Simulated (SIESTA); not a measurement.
The system is MgS.

```
CELL_PARAMETERS angstrom
0.00000 2.83312 2.83312
2.83312 0.00000 2.83312
2.83312 2.83312 0.00000
ATOMIC_POSITIONS crystal
S 0.25000 0.25000 0.25000
Mg 0.00000 0.00000 0.00000
```

The cell comes from a database or a generator and needn't be the stable form of this composition.

Base run:

- Program: SIESTA 5.4.2
- Functional: PBE
- Potentials or basis: PseudoDojo 0.4 standard (PBE files)
- Basis: DZP (energy shift 0.003 Ry; two zetas on semicore shells)
- Grid cutoff: 800 Ry
- Energy shift: 0.003 Ry
- k mesh: 8 × 8 × 8
- Occupations: fermi-dirac, width 0.05 eV
- Spin: no spin polarisation

Its results: band gap on the k mesh 3.39 eV, direct; pressure 2.7 GPa.

Problem. The run is repeated on the same cell with these changes: functional from PBE to PBEsol; potentials or basis from PseudoDojo 0.4 standard (PBE files) to PseudoDojo 0.4 standard (PBEsol files). What comes out?

Solution. Band gap on the k mesh 3.27 eV, direct; pressure 1.2 GPa.

Caveats: the basis of atomic orbitals isn't converged, which shifts pressures, moduli and gaps.
